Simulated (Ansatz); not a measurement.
## AgBr: do energies and stresses tell the same story?

Level of theory: Ansatz 0.2.0, DFT r2SCAN, scalar-relativistic, plane waves, PAW.

Cutoff 500 eV; k points 8×8×8 on the computed 2-atom cell (Γ-centred); Gaussian smearing, width 0.02 eV; no spin polarisation.

Relaxed cell: Fm-3m, a = 5.785 Å, b = 5.785 Å, c = 5.785 Å, α = 90.00°, β = 90.00°, γ = 90.00°, 2 atoms in the primitive cell.

Energies at zero smearing and pressures from the stress tensor, at volumes with shape and atoms relaxed:
| V (Å³/atom) | E − E(first) (meV/atom) | P (GPa) |
| --- | --- | --- |
| 22.750 | 0.00 | 3.29 |
| 23.476 | -10.70 | 1.49 |
| 24.202 | -13.94 | -0.01 |
| 24.928 | -11.01 | -1.25 |
| 25.654 | -2.94 | -2.28 |

Task: Check P = −dE/dV between neighbouring volumes, and get the bulk modulus from the pressures alone.

Result: With 1 eV/Å³ = 160.2 GPa:
```tsv
middle V (Å³/atom)	−ΔE/ΔV (GPa)	mean P (GPa)
23.113	2.360	2.390
23.839	0.716	0.739
24.565	-0.647	-0.629
25.291	-1.781	-1.763
```

The two differ by 0.03 GPa at most. The mean of two end pressures misses the average over a step by about ΔV² P″/12, up to 0.03 GPa here; with that taken off 0.00 GPa remains. Around V = 24.202 Å³/atom, the two neighbours give B = −V ΔP/ΔV = 24.202 × 2.74 / 1.452 = 45.6 GPa, against B0 = 45.4 GPa from the Birch–Murnaghan fit of the energies.

Cost: 6 runs of about 0.8 core-minutes in all, on Arm Neoverse V2 (shared hosts).